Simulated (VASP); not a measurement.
# Ta (Fm-3m) in VASP: a series of runs

One crystal, Ta, is run at these levels: r2SCAN; tasks: single point.

All numbers are computed with VASP 6.6.1; they aren't measurements. Logs are shortened: lines on timing, memory, paths and dates and some standing lists are left out, and cuts for length are marked.

### Step 1. Starting point

It takes space group Fm-3m (No. 225, cubic). The conventional cell has a = 4.208 Å, b = 4.208 Å, c = 4.208 Å, α = 90.00°, β = 90.00°, γ = 90.00°. Ta (site symmetry m-3m) has 12 Ta at 2.98 Å as nearest neighbours.

The cell was built by a generator and needn't be a form met in nature.

### Step 2. Single point, r2SCAN

POSCAR

```
Ta
1.0
    0.0000000000      2.1039180115      2.1039180115
    2.1039180115      0.0000000000      2.1039180115
    2.1039180115      2.1039180115      0.0000000000
Ta
1
Direct
    0.0000000000      0.0000000000      0.0000000000
```

INCAR.step1

```
ALGO = Normal
EDIFF = 1E-4
ENCUT = 520
GGA = PE
ISMEAR = -5
LASPH = T
LCHARG = F
LMAXMIX = 4
LREAL = F
LWAVE = T
NBANDS = 12
NELM = 100
PREC = Accurate
SIGMA = 0.05
```

INCAR.step2

```
ALGO = Normal
EDIFF = 1E-6
ENCUT = 520
ISIF = 2
ISMEAR = 0
ISTART = 1
LASPH = T
LCHARG = F
LMAXMIX = 4
LMIXTAU = T
LORBIT = 10
LREAL = F
LWAVE = F
METAGGA = R2SCAN
NBANDS = 12
NELM = 100
PREC = Accurate
SIGMA = 0.05
```

KPOINTS

```
k-points
0
Gamma
  18 18 18
```

Potentials or basis: VASP PAW PBE potentials, release 64 (Ta_pv).

Launch:

```console
> cat potpaw_PBE.64/Ta_pv/POTCAR > POTCAR
> cp INCAR.step1 INCAR
> mpirun -np 1 vasp_std > vasp.out
> cp INCAR.step2 INCAR
> mpirun -np 1 vasp_std > vasp.out
```

OUTCAR:

```text
EDIFF = 1E-6
   ENCUT = 520
   ISIF = 2
   ISMEAR = 0
   ISTART = 1
   LASPH = T
   LORBIT = 10
   LREAL = F
   METAGGA = R2SCAN
   NELM = 100
   PREC = Accurate

 ion  position               nearest neighbor table
   1  0.000  0.000  0.000-

  LATTYP: Found a face centered cubic cell.
 ALAT       =     4.2078360230

  Lattice vectors:

 A1 = (   0.0000000000,   2.1039180115,   2.1039180115)
 A2 = (   2.1039180115,   0.0000000000,   2.1039180115)
 A3 = (   2.1039180115,   2.1039180115,   0.0000000000)

Analysis of symmetry for initial positions (statically):
=====================================================================
 Subroutine PRICEL returns:
 Original cell was already a primitive cell.

 Routine SETGRP: Setting up the symmetry group for a
 face centered cubic supercell.

 Subroutine GETGRP returns: Found 48 space group operations
 (whereof 48 operations were pure point group operations)
 out of a pool of 48 trial point group operations.

The static configuration has the point symmetry O_h .

Analysis of symmetry for dynamics (positions and initial velocities):
=====================================================================
 Subroutine PRICEL returns:
 Original cell was already a primitive cell.

 Routine SETGRP: Setting up the symmetry group for a
 face centered cubic supercell.

 Subroutine GETGRP returns: Found 48 space group operations
 (whereof 48 operations were pure point group operations)
 out of a pool of 48 trial point group operations.

The dynamic configuration has the point symmetry O_h .

 Subroutine INISYM returns: Found 48 space group operations
 (whereof 48 operations are pure point group operations),
 and found     1 'primitive' translations

----------------------------------------------------------------------------------------

                                     Primitive cell

  volume of cell :      18.6259

  direct lattice vectors                    reciprocal lattice vectors
     0.000000000  2.103918011  2.103918011    -0.237651846  0.237651846  0.237651846
     2.103918011  0.000000000  2.103918011     0.237651846 -0.237651846  0.237651846
     2.103918011  2.103918011  0.000000000     0.237651846  0.237651846 -0.237651846

  length of vectors
     2.975389386  2.975389386  2.975389386     0.411625072  0.411625072  0.411625072

  position of ions in fractional coordinates (direct lattice)
     0.000000000  0.000000000  0.000000000

  ion indices of the primitive-cell ions
   primitive index   ion index
                 1           1

----------------------------------------------------------------------------------------

 KPOINTS: k-points

Automatic generation of k-mesh.
 Grid dimensions read from file:
 generate k-points for:   18   18   18

 Generating k-lattice:

  Cartesian coordinates                     Fractional coordinates (reciprocal lattice)
    -0.013202880  0.013202880  0.013202880     0.055555556  0.000000000  0.000000000
     0.013202880 -0.013202880  0.013202880     0.000000000  0.055555556  0.000000000
     0.013202880  0.013202880 -0.013202880     0.000000000  0.000000000  0.055555556

  Length of vectors
     0.022868060  0.022868060  0.022868060

  Shift w.r.t. Gamma in fractional coordinates (k-lattice)
     0.000000000  0.000000000  0.000000000

 Subroutine IBZKPT returns following result:
 ===========================================

 Found    195 irreducible k-points:

 Following reciprocal coordinates:
            Coordinates               Weight
  0.000000  0.000000  0.000000      1.000000
  0.055556  0.000000  0.000000      8.000000
  0.111111  0.000000  0.000000      8.000000
  0.166667  0.000000  0.000000      8.000000
  0.222222  0.000000  0.000000      8.000000
  0.277778  0.000000  0.000000      8.000000
[... 16 lines left out ...]
 -0.277778  0.055556  0.000000     24.000000
 -0.222222  0.055556  0.000000     24.000000
 [... further k-points ...]
   k-points           NKPTS =    195   k-points in BZ     NKDIM =    195   number of bands    NBANDS=     12
   number of dos      NEDOS =    301   number of ions     NIONS =      1
   total plane-waves  NPLWV =  13824
   dimension x,y,z NGX =    24 NGY =   24 NGZ =   24
   dimension x,y,z NGXF=    48 NGYF=   48 NGZF=   48
   ions per type =               1
   NGX,Y,Z   is equivalent  to a cutoff of  13.41, 13.41, 13.41 a.u.
   NGXF,Y,Z  is equivalent  to a cutoff of  26.82, 26.82, 26.82 a.u.
 SYSTEM =  unknown system
   PREC   = accura    normal or accurate (medium, high low for compatibility)
   ISTART =      1    job   : 0-new  1-cont  2-samecut
   ICHARG =      0    charge: 1-file 2-atom 10-const
   ISPIN  =      1    spin polarized calculation?
   LNONCOLLINEAR =      F non collinear calculations
   LSORBIT =      F    spin-orbit coupling
   LASPH  =      T    aspherical Exc in radial PAW
   ENCUT  =  520.0 eV  38.22 Ry    6.18 a.u.   5.53  5.53  5.53*2*pi/ulx,y,z
   NELM   =    100;   NELMIN=  2; NELMDL=  0     # of ELM steps
   EDIFF  = 0.1E-05   stopping-criterion for ELM
   LREAL  =      F    real-space projection
[... 7 lines left out ...]
   TEBEG  =    0.0;   TEEND  =   0.0 temperature during run
   PSTRESS=    0.0 pullay stress
   NELECT =      11.0000    total number of electrons
   NUPDOWN=      -1.0000    fix difference up-down
   EMIN   =  10.00;   EMAX   =-10.00  energy-range for DOS
   EFERMI =   0.00;   METHOD = LEGACY
   ISMEAR =     0;   SIGMA  =   0.05  broadening in eV -4-tet -1-fermi 0-gaus
   EFERMI_NEDOS =   21; number of points for ismear=-14 and -15
   IALGO  =     38    algorithm
   IMIX   =      4    mixing-type and parameters
     AMIX     =   0.40;   BMIX     =  1.00
     AMIX_MAG =   1.60;   BMIX_MAG =  1.00
  volume/ion in A,a.u.               =      18.63       125.69
  Fermi-wavevector in a.u.,A,eV,Ry     =   1.373516  2.595568 25.668003  1.886545
  Thomas-Fermi vector in A             =   2.499025
   LORBIT       =     10    0 simple, 1 ext, 2 COOP (PROOUT), +10 PAW based schemes
   METAGGA = R2SCAN    functional components
   LHFCALC =     F    Hartree Fock is set to
   AEXX    =    0.0000 exact exchange contribution
   IVDW    =     0    specifies the selected vdW correction
   LEPSILON=     F    determine dielectric tensor
   LRPA    =     F    only Hartree local field effects (RPA)
 non-spin polarized calculation
 Gauss-broadening in eV      SIGMA  =   0.05
  energy-cutoff  :      520.00
  volume of cell :       18.63
 maximum number of plane-waves:       531
 NGX is ok and might be reduce to    24

 number of electron      11.0000001 magnetization

 Free energy of the ion-electron system (eV)
  ---------------------------------------------------
  ext. energy  EPLUGINS =         0.00000000
  ---------------------------------------------------
  free energy    TOTEN  =       -48.34018918 eV

  energy without entropy =      -48.33900659  energy(sigma->0) =      -48.33959789

 E-fermi :   5.4724     XC(G=0): -13.5723

 val. band max:        5.4625864430   @ k =  -0.4444   0.0556   0.0000
 cond. band min:       5.4923044332   @ k =  -0.4444   0.3333   0.0556
 fundamental gap:      0.0297179902
 Fermi energy:         5.4723577888

 k-point     1 :       0.0000    0.0000    0.0000
  band No.  band energies     occupation
      1     -29.3262      2.00000
      2     -29.3262      2.00000
      3     -29.3262      2.00000
      4      -3.1375      2.00000
      5       5.9719      0.00000
      6       5.9719      0.00000
      7       5.9719      0.00000
      8       9.2580      0.00000
      9       9.2580      0.00000
     10      16.9234      0.00000
     11      18.5045      0.00000
     12      23.8310      0.00000

 k-point     2 :       0.0556    0.0000    0.0000
  band No.  band energies     occupation
      1     -29.3618      2.00000
      2     -29.3306      2.00000
      3     -29.3306      2.00000
      4      -3.0065      2.00000
      5       5.8522      0.00000
      6       6.0344      0.00000
      7       6.0344      0.00000
      8       9.1949      0.00000
      9       9.1949      0.00000
     10      16.9234      0.00000
     11      18.7839      0.00000
     12      23.0964      0.00000

 k-point     3 :       0.1111    0.0000    0.0000
  band No.  band energies     occupation
      1     -29.4635      2.00000
      2     -29.3434      2.00000
      3     -29.3434      2.00000
      4      -2.6262      2.00000
      5       5.5403      0.05461
      6       6.1986      0.00000
      7       6.1987      0.00000
      8       9.0498      0.00000
      9       9.0498      0.00000
     10      16.9232      0.00000
     11      19.5288      0.00000
     12      21.8419      0.00000
[... 286 lines left out ...]
 k-point    23 :      -0.2778    0.0556    0.0000
  band No.  band energies     occupation
      1     -30.0488      2.00000
      2     -29.4576      2.00000
      3     -29.4090      2.00000
      4      -0.2372      2.00000
      5       4.5801      2.00000
      6       6.1983      0.00000
      7       6.3974      0.00000
      8       9.2176      0.00000
      9      10.2804      0.00000
     10      16.9194      0.00000
     11      18.1303      0.00000
     12      22.0734      0.00000

 k-point    24 :      -0.2222    0.0556    0.0000
  band No.  band energies     occupation
      1     -29.8669      2.00000
      2     -29.4317      2.00000
      3     -29.3833      2.00000
      4      -0.9536      2.00000
      5       4.6485      2.00000
      6       6.3780      0.00000
      7       6.5557      0.00000
      8       8.6863      0.00000
      9       9.7094      0.00000
     10      16.9218      0.00000
     11      19.0185      0.00000
     12      22.4608      0.00000

 [... further k-points ...]
[... 5 lines left out ...]
  --------------------------------------------------------------------------------------
  -------------------------------------------------------------------------------------
  Total        0.0523970      0.0523970      0.0523970     -0.0000000      0.0000000      0.0000000
  in kB        4.5071388      4.5071388      4.5071388     -0.0000000      0.0000000      0.0000000
  external PRESSURE =       4.5071388 kB  Pullay stress =       0.0000000 kB

 VOLUME and BASIS-vectors are now :
 -----------------------------------------------------------------------------
  energy-cutoff  :      520.00
  volume of cell :       18.63
      direct lattice vectors                 reciprocal lattice vectors
     0.000000000  2.103918011  2.103918011    -0.237651846  0.237651846  0.237651846
     2.103918011  0.000000000  2.103918011     0.237651846 -0.237651846  0.237651846
     2.103918011  2.103918011  0.000000000     0.237651846  0.237651846 -0.237651846

 POSITION                                       TOTAL-FORCE (eV/Angst)
 -----------------------------------------------------------------------------------
      0.00000      0.00000      0.00000        -0.000000     -0.000000     -0.000000
 -----------------------------------------------------------------------------------
    total drift:                               -0.000000     -0.000000     -0.000000

  FREE ENERGIE OF THE ION-ELECTRON SYSTEM (eV)
  ---------------------------------------------------
  free  energy   TOTEN  =       -48.3401891828 eV

  energy  without entropy=      -48.3390065913  energy(sigma->0) =      -48.33959789

 total charge

# of ion       s       p       d       tot
------------------------------------------
    1        0.388   6.195   2.277   8.860
```

Wall time 2 min (1 thread of AMD EPYC 7R43 (Zen 3), shared host); peak memory 0.15 GiB.

Results:

| Quantity | Value |
| --- | --- |
| Free energy | -48.3402 eV |
| Pressure | 0.5 GPa |
| Band gap on the k mesh | none (metal or under the smearing width) |
| Valence electrons inside the program's atomic spheres | Ta 8.86 |

Caveat: the PAW data sets were made with another functional, which shifts forces and pressure a little.

(Continued in part 2 of 2.)
